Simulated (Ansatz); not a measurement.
## Structure types of TaN compared at -0.091 GPa

Structure types of TaN are relaxed in primitive cells with their symmetry kept at -0.091 GPa, on PAW files; LAPW relaxes the small cells further and takes the PAW cell for the others (marked *). The enthalpy is E + pV at zero temperature, without zero-point motion. Only the types listed were tried, and differences under about 5 meV/atom are mesh noise. The real phase may be another.

Computed with Ansatz 0.2.0; functional PBE, scalar-relativistic. Settings: Fermi–Dirac smearing of 0.08 eV, no spin polarisation. Methods: LAPW: all electrons, basis error target 0.5 meV/atom; PAW: frozen-core files, cutoff 420 eV.

k meshes: rocksalt 15×15×15, CsCl 14×14×14, WC 15×15×14, NiAs 10×10×6, zincblende 15×15×15.

Spin–orbit coupling is left out, which matters for the heavy atoms.

Question: Which type is lowest in enthalpy, and by how much?

Answer: WC, 214 meV/atom below NiAs. The whole table:

```
start type            ends as          a, b, c (Å)  V (Å³/atom)  H − H(lowest), LAPW (meV/atom)  same, PAW
  rocksalt    rocksalt, Fm-3m  4.418, 4.418, 4.418        10.78                           302.7      303.8
      CsCl        CsCl, Pm-3m  2.751, 2.751, 2.751        10.41                           791.9      792.6
        WC          WC, P-6m2  2.951, 2.951, 2.899        10.93                             0.0        0.0
     NiAs*     NiAs, P6_3/mmc  2.917, 2.917, 5.915        10.90                           213.9      214.7
zincblende  zincblende, F-43m  4.757, 4.757, 4.757        13.45                           459.9      464.6
```
